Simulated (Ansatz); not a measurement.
**interstitial Cu in Al: hop to the nearest equivalent void, part 1 of 2**

Wanted: the energy profile along the hop to the nearest equivalent void, from relaxed end points and a band of images. The host cell (fcc) has 32 atoms; the extra atom is the last.

Program: Ansatz 0.2.0. Level of theory: DFT PBEsol, plane waves, PAW, scalar-relativistic, no spin polarisation. These are calculated values, not measurements.

## 1. The system as given

The cell holds 33 atoms (Al32Cu): a = 8.100 Å, b = 8.100 Å, c = 8.100 Å, α = 90.00°, β = 90.00°, γ = 90.00°.

Its coordinates follow in the input file.

## 2. End point A

input.yaml reads:

```yaml
crystal:
  lattice:
    - [8.1, 0.0, 0.0]
    - [0.0, 8.1, 0.0]
    - [0.0, 0.0, 8.1]
  atoms:
    - { symbol: Al, position: [0.5, 0.0, 0.0] }
    - { symbol: Al, position: [0.75, 0.25, 0.0] }
    - { symbol: Al, position: [0.75, 0.0, 0.25] }
    - { symbol: Al, position: [0.0, 0.0, 0.0] }
    - { symbol: Al, position: [0.25, 0.25, 0.0] }
    - { symbol: Al, position: [0.5, 0.5, 0.0] }
    - { symbol: Al, position: [0.75, 0.75, 0.0] }
    - { symbol: Al, position: [0.25, 0.0, 0.25] }
    - { symbol: Al, position: [0.5, 0.25, 0.25] }
    - { symbol: Al, position: [0.75, 0.5, 0.25] }
    - { symbol: Al, position: [0.5, 0.0, 0.5] }
    - { symbol: Al, position: [0.75, 0.25, 0.5] }
    - { symbol: Al, position: [0.75, 0.0, 0.75] }
    - { symbol: Al, position: [0.0, 0.5, 0.0] }
    - { symbol: Al, position: [0.25, 0.75, 0.0] }
    - { symbol: Al, position: [0.0, 0.25, 0.25] }
    - { symbol: Al, position: [0.25, 0.5, 0.25] }
    - { symbol: Al, position: [0.5, 0.75, 0.25] }
    - { symbol: Al, position: [0.0, 0.0, 0.5] }
    - { symbol: Al, position: [0.25, 0.25, 0.5] }
    - { symbol: Al, position: [0.5, 0.5, 0.5] }
    - { symbol: Al, position: [0.75, 0.75, 0.5] }
    - { symbol: Al, position: [0.25, 0.0, 0.75] }
    - { symbol: Al, position: [0.5, 0.25, 0.75] }
    - { symbol: Al, position: [0.75, 0.5, 0.75] }
    - { symbol: Al, position: [0.0, 0.75, 0.25] }
    - { symbol: Al, position: [0.0, 0.5, 0.5] }
    - { symbol: Al, position: [0.25, 0.75, 0.5] }
    - { symbol: Al, position: [0.0, 0.25, 0.75] }
    - { symbol: Al, position: [0.25, 0.5, 0.75] }
    - { symbol: Al, position: [0.5, 0.75, 0.75] }
    - { symbol: Al, position: [0.0, 0.75, 0.75] }
    - { symbol: Cu, position: [0.2352873, 0.4998706, 0.5050677] }
basis:
  ecutwfc: 420.0
kpoints:
  mp_grid: { grid: [2, 2, 2] }
hamiltonian:
  xc: pbesol
  pseudopotentials: { kind: paw, azcp: { folder: soft_1 } }
scf:
  occupations: { method: gaussian, width: 0.15 }
  lower_state_search: "off"
relax:
  f_tol: 0.03
  max_steps: 60
  adjacent_minimum: "off"
output:
  write_density: true
  write_potential: true
  elf: true
  volumetric_format: npy
```

Command:

```
$ ansatz run input.yaml --threads 2 --pin off --max-ram 5120MiB --backend cpu --events-out ev --progress --plain --runs-dir out
```

Standard output (excerpt; [...] marks lines left out):

```text
Warning: <dir> the record states the generating functional pbe (its physics header spells it `PBE`), which answers neither for hamiltonian.xc's functional nor for the pbesol family's — results may be inconsistent (PPs are generated against a specific XC)
[...]
Warning: RAYON_NUM_THREADS=2 ignored (pool sized by the plan → 2); use --threads N
[...]
Pseudopotentials: kind: paw
Pseudopotential: Al, paw, valence charge 3, recommended cutoff 420 eV (normal), <dir>
Pseudopotential: Cu, paw, valence charge 19, recommended cutoff 420 eV (normal), <dir>
Functional definition: PBEsol
[...]
Crystal: 33 atoms, lattice volume = 531.441 Å³
Basis set: ecut = 420 eV, 10395 PW (Γ), exchange–correlation on 120×120×120 points (8 copies of the dense FFT grid, shifted against one another)
Bands: 91, of which v1, the nominal top of the filled ones, is band 58 counted from 1 (57 counted from 0)
Symmetry: 1 space group operations
Space group: P1 (ITA 1), of the structure as read, at distance tolerance 8.1e-5 Å
k-points: 8
[...]
SCF iter   1: F=—  HF=-23378.747013 eV  |F-HF|=—  |Δ(HF+E_count)|=         —  Δρ=1.60e-1  dr2=1.10e2  ethr=3.10e-3  ⟨swp⟩=8.5  Hψ=3541  notcnv=0
[...]
relax step   1: F+E_penalty+E_count = -23369.50639170 eV  Δ(F+E_penalty+E_count) = +0.000e0 eV  max|allowed force component| = 7.630e0 eV/Å  Δτ_max = 0.0000 Å  (8 SCF iters, dr2 threshold 2.25e-5 eV, accepted)
[...]
relax step   4: F+E_penalty+E_count = -23373.64388784 eV  Δ(F+E_penalty+E_count) = -8.012e-2 eV  max|allowed force component| = 2.335e-2 eV/Å  Δτ_max = 0.0723 Å  (6 SCF iters, dr2 threshold 3.46e-5 eV, accepted)
[...]
relax step   5: F+E_penalty+E_count = -23373.64388798 eV  Δ(F+E_penalty+E_count) = -1.462e-7 eV  max|allowed force component| = 2.337e-2 eV/Å  Δτ_max = 0.0000 Å  (4 SCF iters, accepted)
NSCF: frozen V_eff on 8 k-points
[...]
SCF converged after 4 iterations
```

## 3. The log goes on: end point A relaxed

Output, continued:

```text
Free energy (F): -23373.643888 eV
Harris-Foulkes:  -23373.643888 eV  (|F-HF|=3.06e-8)
Internal energy: -23373.489780 eV  (E = F + TS)
E sigma→0 (E₀):  -23373.566834 eV
Entropy (-TS):   -0.154108 eV (-4.670 meV/atom)
Fermi energy:    7.863523 eV
--- Per-component energies (eV) ---
  E_band       = -193.100178
  E_kinetic    = 998.285969
  E_local      = -7734.111536  (includes V_loc(G=0)·N_el)
  E_nonlocal   = 1208.536579
  E_hartree    = 3607.577510
  E_xc         = -1272.280954
  E_vxc        = -1036.552010  (∫ρ·V_xc dr)
  E_paw        = -16390.770670  (= ΣΔE_a)
  E_vpaw       = -844.399783  (= ΣTr[D̂ρ^β])
  E_aug_tail   = 0.000941  (compensation charges beyond the density's cutoff)
  E_ewald      = -3791.546272
  E_core_change = 0.818653  (= ΣΔE_core)
  E_smearing   = -0.154108  (= −TS)
  E_closure    = -0.000000  (closes the sum)
  Σ components = -23373.643888   (vs F -23373.643888, Δ=0.00e0)
--- Forces (eV/Å), atoms counted from 1 ---
  atom   1  Al     0.00603427     0.00001382    -0.00051747
  atom   2  Al     0.00049168    -0.00551338    -0.00009418
  atom   3  Al     0.00084095     0.00000374    -0.00542139
  atom   4  Al    -0.00540167    -0.00001032     0.00016659
  atom   5  Al     0.00002459    -0.02129547     0.00033155
  atom   6  Al     0.01883069     0.00000644     0.00030127
  atom   7  Al     0.00051721     0.00552316    -0.00010289
  atom   8  Al     0.00040986    -0.00000972    -0.02119671
  atom   9  Al     0.00277058    -0.00249644    -0.00233219
  atom  10  Al    -0.00127545    -0.00000344    -0.02123672
  atom  11  Al     0.01959847    -0.00000730    -0.00035459
  atom  12  Al    -0.00140931    -0.02199173    -0.00004694
  atom  13  Al     0.00025468    -0.00000425     0.00518513
  atom  14  Al    -0.02277179    -0.00002390     0.00021959
  atom  15  Al     0.00005626     0.02125782     0.00033047
  atom  16  Al    -0.00332665    -0.00389537    -0.00393680
  atom  17  Al    -0.00196501    -0.00000993     0.00433298
  atom  18  Al     0.00274709     0.00249574    -0.00231171
  atom  19  Al    -0.02304983    -0.00001116     0.00038621
  atom  20  Al    -0.00196249     0.00794134     0.00055578
  atom  21  Al     0.00288712    -0.00000045     0.00004255
  atom  22  Al    -0.00140898     0.02195045    -0.00005557
  atom  23  Al    -0.00044661    -0.00001274     0.02179119
  atom  24  Al     0.00322755    -0.00284646     0.00274778
  atom  25  Al    -0.00145991    -0.00001191     0.02210356
  atom  26  Al    -0.00330458     0.00390096    -0.00390831
  atom  27  Al     0.02337256    -0.00001937     0.00089579
  atom  28  Al    -0.00195357    -0.00775589     0.00054915
  atom  29  Al    -0.00390189    -0.00462052     0.00432068
  atom  30  Al    -0.00169719    -0.00001491    -0.01129128
  atom  31  Al     0.00320219     0.00284817     0.00273012
  atom  32  Al    -0.00387436     0.00462649     0.00429037
  atom  33  Cu    -0.00607597    -0.00001341     0.00153189
  max |Σ_I F_I| component: 1.95e-5 eV/Å
--- Band table (eV; the first three rows and the last of 8) ---
  k-point 0: bands = ["-105.8680", "-63.3733", "-63.3733", "-63.3731", "-2.9853", "-0.9057", "-0.9055", "-0.6851", "-0.6668", "-0.6667", "-0.6666", "1.1556", "1.1559", "1.4310", "1.4311", "1.4312", "1.4499", "1.5239", "1.5240", "1.5240", "1.5767", "1.5768", "1.5768", "3.1773", "3.1776", "3.2174", "3.2477", "3.2478", "3.2479", "3.6908", "3.6908", "3.6909", "3.8509", "4.1017", "4.1018", "4.1018", "5.2112", "5.2112", "5.2113", "6.3131", "6.7037", "6.7037", "7.0642", "7.0643", "7.0645", "7.2163", "7.2165", "7.2165", "7.3206", "7.3207", "7.3208", "7.5954", "7.5954", "7.5955", "8.0341", "8.0343", "8.3640", "8.3964", "8.3965", "8.3966", "9.0919", "9.0919", "9.0920", "9.0981", "9.1655", "9.1655", "9.1660", "9.1941", "9.1943", "9.1944", "9.3664", "9.3665", "9.5430", "9.5431", "9.6190", "9.8453", "9.8453", "9.8455", "10.5656", "10.5659", "10.8140", "10.8140", "10.8141", "10.8786", "10.8787", "10.8788", "10.9760", "10.9761", "10.9761", "11.3254", "13.4664"]
  k-point 1: bands = ["-105.8680", "-63.3733", "-63.3733", "-63.3731", "-2.4597", "-2.3872", "-0.4082", "-0.2977", "-0.2910", "-0.1829", "-0.1829", "-0.1041", "-0.0473", "-0.0472", "1.7013", "1.7963", "1.9514", "1.9620", "1.9620", "2.0402", "2.0670", "2.0866", "2.1099", "2.1099", "3.1279", "3.1357", "3.4302", "3.4304", "3.7506", "3.9912", "4.0335", "4.1429", "4.1429", "4.2543", "4.2985", "4.5233", "4.5233", "5.6812", "5.6812", "5.7777", "5.7779", "6.0790", "6.1901", "6.1901", "6.2306", "6.3936", "6.4672", "6.6258", "6.6259", "6.9041", "7.0256", "7.0658", "7.3903", "7.7208", "7.7210", "7.7210", "7.7412", "7.7885", "7.7887", "7.8509", "8.4647", "9.0715", "9.1310", "9.2079", "9.2079", "9.2302", "9.3042", "9.3043", "9.5609", "9.7828", "9.7829", "10.1232", "10.1232", "10.6822", "10.7198", "11.0608", "11.3530", "11.4746", "11.5901", "11.6887", "11.6890", "11.7646", "11.9706", "12.1247", "12.1767", "12.1767", "12.3155", "12.5487", "12.7130", "12.7131", "12.7717"]
  k-point 2: bands = ["-105.8680", "-63.3733", "-63.3733", "-63.3731", "-2.4597", "-2.3873", "-0.4081", "-0.2975", "-0.2910", "-0.1829", "-0.1827", "-0.1042", "-0.0474", "-0.0472", "1.7013", "1.7963", "1.9513", "1.9620", "1.9621", "2.0403", "2.0669", "2.0866", "2.1098", "2.1099", "3.1279", "3.1357", "3.4302", "3.4303", "3.7506", "3.9913", "4.0336", "4.1428", "4.1430", "4.2542", "4.2984", "4.5232", "4.5234", "5.6812", "5.6813", "5.7776", "5.7778", "6.0790", "6.1901", "6.1901", "6.2306", "6.3936", "6.4672", "6.6258", "6.6259", "6.9042", "7.0255", "7.0658", "7.3903", "7.7208", "7.7210", "7.7211", "7.7413", "7.7885", "7.7887", "7.8509", "8.4646", "9.0716", "9.1309", "9.2079", "9.2080", "9.2302", "9.3042", "9.3043", "9.5608", "9.7828", "9.7829", "10.1231", "10.1233", "10.6823", "10.7198", "11.0608", "11.3530", "11.4746", "11.5901", "11.6887", "11.6891", "11.7648", "11.9707", "12.1246", "12.1766", "12.1767", "12.3154", "12.5488", "12.7129", "12.7132", "12.7718"]
  k-point 7: bands = ["-105.8680", "-63.3733", "-63.3733", "-63.3731", "-1.3499", "-1.3491", "-1.3489", "-1.3469", "-1.3339", "-1.3333", "-1.3333", "-1.0234", "2.5288", "2.5289", "2.8455", "2.8458", "2.8459", "2.8771", "2.8772", "2.8773", "2.9719", "2.9719", "2.9720", "3.0430", "3.0431", "3.0433", "3.0503", "3.0504", "3.0505", "3.0509", "3.0511", "3.1079", "3.1161", "3.4162", "3.4163", "3.4164", "3.8839", "3.8840", "3.9166", "3.9167", "3.9167", "7.1533", "7.1533", "7.1552", "7.1586", "7.1603", "7.1604", "7.2142", "7.2144", "7.2144", "7.2480", "7.2480", "7.2481", "7.3580", "7.3583", "7.3903", "7.3903", "7.3904", "7.4316", "7.4317", "7.4762", "7.4964", "8.1671", "8.1672", "8.1672", "11.2790", "11.2791", "11.2791", "11.4519", "11.4519", "11.4520", "11.4638", "11.4641", "11.4641", "11.5616", "11.5693", "11.5695", "11.5697", "11.6540", "11.6947", "11.6947", "11.6948", "11.7294", "11.7295", "11.7947", "11.7947", "11.7947", "12.0046", "12.0047", "12.0049", "12.0149"]
--- Relaxed structure (5 steps of the walk, 5 accepted, 0 SCFs on fresh bases) ---
  F+E_penalty+E_count = -23373.64388798 eV   max|allowed force component| = 2.337e-2 eV/Å
  atoms:
    - { symbol: Al, position: [0.5025256002179711, -3.205502246306538e-6, 0.00013685482085064164] }
    - { symbol: Al, position: [0.7496799955583611, 0.2470497538316554, 0.00011502610826187324] }
    - { symbol: Al, position: [0.7496618509148494, -2.7367460995438155e-6, 0.2471935175165363] }
    - { symbol: Al, position: [-0.0033414150204097368, -1.987389032333157e-6, 9.86488112844056e-5] }
    - { symbol: Al, position: [0.24957156236757855, 0.24071145349599696, 0.00021185891943411182] }
    - { symbol: Al, position: [0.5089843301581501, 0.49999580842901925, 0.0002071763929143267] }
    - { symbol: Al, position: [0.7496787308499896, 0.7529433757980756, 0.0001154655230061733] }
    - { symbol: Al, position: [0.24955185918926345, -5.981734370714662e-6, 0.2408445750897692] }
    - { symbol: Al, position: [0.5034260291220735, 0.24609856188695053, 0.24625943207970682] }
    - { symbol: Al, position: [0.7493369061886269, 0.4999962147706063, 0.24083059027314488] }
    - { symbol: Al, position: [0.5089685790327482, -6.111652630877084e-6, 0.5001620471181569] }
    - { symbol: Al, position: [0.7493550118911292, 0.24070976183549972, 0.5001495521995009] }
    - { symbol: Al, position: [0.7496916030203472, -2.3383728577203207e-6, 0.7530928295338782] }
    - { symbol: Al, position: [-0.009605236348021826, 0.49999709076710325, 0.0002182913549833847] }
    - { symbol: Al, position: [0.24957017638601028, 0.7592832028786264, 0.0002119969660961003] }
    - { symbol: Al, position: [-0.004138074852975816, 0.24634042782747761, 0.24649857704095984] }
    - { symbol: Al, position: [0.249868380364688, 0.4999986875502995, 0.21142357552406738] }
    - { symbol: Al, position: [0.5034278792390467, 0.7538945076037371, 0.2462574218328895] }
    - { symbol: Al, position: [-0.009601119021191573, -5.6682282937125845e-6, 0.5001334101923044] }
    - { symbol: Al, position: [0.24987073581756802, 0.2110409575323097, 0.5000656352471962] }
    - { symbol: Al, position: [0.5377485649718443, 0.4999980498440495, 0.5000992634544137] }
    - { symbol: Al, position: [0.749354412426752, 0.7592848511079077, 0.5001499385262415] }
    - { symbol: Al, position: [0.24959307939197622, -5.6997111528988905e-6, 0.7593997490102871] }
    - { symbol: Al, position: [0.5033697177971347, 0.2461606198390795, 0.7540011867975649] }
    - { symbol: Al, position: [0.7493747885371523, 0.4999966084633762, 0.7594087056333917] }
    - { symbol: Al, position: [-0.004141254115354902, 0.7536538042066006, 0.24649576091413625] }
    - { symbol: Al, position: [-0.04022164224915493, 0.49999954151023834, 0.5000346429282302] }
    - { symbol: Al, position: [0.2498695890236825, 0.7889366824262721, 0.5000662234998511] }
    - { symbol: Al, position: [-0.004041715866731687, 0.24642986306197995, 0.7537267955152676] }
    - { symbol: Al, position: [0.24987217366949027, 0.49999913689242376, 0.789328737716111] }
    - { symbol: Al, position: [0.5033718597522773, 0.7538328346986457, 0.7540035792690615] }
    - { symbol: Al, position: [-0.004045296945099722, 0.7535648219627887, 0.7537301340687143] }
    - { symbol: Cu, position: [0.2486996385302305, 0.4999877111159661, 0.500396500121789] }
```

Run time: 57 s. Hardware: 2 threads of Arm Neoverse V2, shared host; peak memory 1.1 GiB.

The steps of the relaxation:

```csv
step,energy from step 1 (eV/cell),largest force component (eV/Å)
1,0.0000,7.6304
2,-3.4943,2.2632
3,-4.0574,0.6489
4,-4.1375,0.0233
5,-4.1375,0.0234
```

Step 1 is the start. Step 5 solves the same geometry again.

The largest move, 0.33 Å, is shared by several atoms, Al27 among them.

## 4. Relaxing end B

The second end starts from a geometry with the move made by hand.

Changes to input.yaml since step 2:

```diff
@@ -38,3 +38,3 @@
     - { symbol: Al, position: [0.0, 0.75, 0.75] }
-    - { symbol: Cu, position: [0.2352873, 0.4998706, 0.5050677] }
+    - { symbol: Cu, position: [0.25734779, 0.25703596, 0.24586477] }
 basis:
```

Command:

```
$ ansatz run input.yaml --threads 2 --pin off --max-ram 5120MiB --backend cpu --events-out ev --progress --plain --runs-dir out
```

Standard output (excerpt; [...] marks lines left out):

```text
Warning: <dir> the record states the generating functional pbe (its physics header spells it `PBE`), which answers neither for hamiltonian.xc's functional nor for the pbesol family's — results may be inconsistent (PPs are generated against a specific XC)
[...]
Warning: RAYON_NUM_THREADS=2 ignored (pool sized by the plan → 2); use --threads N
[...]
[... 4 set-up lines as earlier in the session ...]
[...]
Crystal: 33 atoms, lattice volume = 531.441 Å³
Basis set: ecut = 420 eV, 10395 PW (Γ), exchange–correlation on 120×120×120 points (8 copies of the dense FFT grid, shifted against one another)
Bands: 91, of which v1, the nominal top of the filled ones, is band 58 counted from 1 (57 counted from 0)
[... 2 set-up lines as earlier in the session ...]
k-points: 8
[...]
SCF iter   1: F=—  HF=-23378.948637 eV  |F-HF|=—  |Δ(HF+E_count)|=         —  Δρ=1.61e-1  dr2=1.12e2  ethr=3.10e-3  ⟨swp⟩=8.0  Hψ=3493  notcnv=0
[...]
relax step   1: F+E_penalty+E_count = -23369.62167736 eV  Δ(F+E_penalty+E_count) = +0.000e0 eV  max|allowed force component| = 6.141e0 eV/Å  Δτ_max = 0.0000 Å  (8 SCF iters, dr2 threshold 2.25e-5 eV, accepted)
[...]
relax step   4: F+E_penalty+E_count = -23373.64320719 eV  Δ(F+E_penalty+E_count) = -7.165e-2 eV  max|allowed force component| = 2.275e-2 eV/Å  Δτ_max = 0.0556 Å  (6 SCF iters, dr2 threshold 1.40e-5 eV, accepted)
[...]
relax step   5: F+E_penalty+E_count = -23373.64320725 eV  Δ(F+E_penalty+E_count) = -6.627e-8 eV  max|allowed force component| = 2.279e-2 eV/Å  Δτ_max = 0.0000 Å  (4 SCF iters, accepted)
NSCF: frozen V_eff on 8 k-points
[...]
SCF converged after 4 iterations
Free energy (F): -23373.643207 eV
[...]
E sigma→0 (E₀):  -23373.566583 eV
Entropy (-TS):   -0.153249 eV (-4.644 meV/atom)
Fermi energy:    7.865383 eV
[...]
```

## 5. More of the same log: end point B relaxed

Output, continued (excerpt; [...] marks lines left out):

```text
[...]
--- Forces (eV/Å), atoms counted from 1 ---
  atom   1  Al     0.01839204    -0.01826828    -0.01879915
  atom   2  Al    -0.00033631    -0.00043087    -0.00301422
  atom   3  Al    -0.00001701    -0.00167692     0.00051856
  atom   4  Al    -0.01451549    -0.01455669    -0.01552412
  atom   5  Al     0.00493864     0.00470682    -0.00349762
  atom   6  Al     0.02217156     0.02222546    -0.02278423
  atom   7  Al    -0.00373721    -0.00356995     0.00946227
  atom   8  Al     0.00370217    -0.01822462    -0.00205928
[...]
--- Band table (eV; the first three rows and the last of 8) ---
[...]
--- Relaxed structure (5 steps of the walk, 5 accepted, 0 SCFs on fresh bases) ---
  F+E_penalty+E_count = -23373.64320725 eV   max|allowed force component| = 2.279e-2 eV/Å
  atoms:
    - { symbol: Al, position: [0.5034665479897845, -0.0029644835832036438, -0.0033416349199789867] }
[...]
    - { symbol: Al, position: [0.25029483482854153, -0.009512293735040752, 0.7497481170246938] }
    - { symbol: Al, position: [0.5096919111526544, 0.2502628173296224, 0.7497584526667213] }
    - { symbol: Al, position: [0.7501603635647953, 0.5035411859443647, 0.7499114788636344] }
    - { symbol: Al, position: [-0.009521434117692492, 0.7504258034177287, 0.24983205757308546] }
    - { symbol: Al, position: [-0.0031680729101555786, 0.5036550367215764, 0.5032625352882363] }
    - { symbol: Al, position: [0.2502917572851866, 0.7504222584514009, 0.5095579695175433] }
    - { symbol: Al, position: [-0.00950936477604436, 0.25028247900274386, 0.7497479186587883] }
    - { symbol: Al, position: [0.25027520442066814, 0.5096882317012184, 0.7497582888382398] }
    - { symbol: Al, position: [0.5035537210558285, 0.7501531906359065, 0.7499118864230397] }
    - { symbol: Al, position: [-0.0029065390268034033, 0.7501816373951058, 0.7498951775673242] }
    - { symbol: Cu, position: [0.25102078409522055, 0.2509737462674499, 0.24943400616465095] }
```

Wall time 61 s (2 threads of Arm Neoverse V2, shared host); peak memory 1.1 GiB.

Step by step:

```csv
step,energy from step 1 (eV/cell),largest force component (eV/Å)
1,0.0000,6.1415
2,-3.4602,1.5262
3,-3.9499,0.4728
4,-4.0215,0.0228
5,-4.0215,0.0228
```

Step 1 is the start. Step 5 solves the same geometry again.

The largest move, 0.32 Å, is shared by several atoms, Al9 among them.

(Continued in part 2 of 2.)
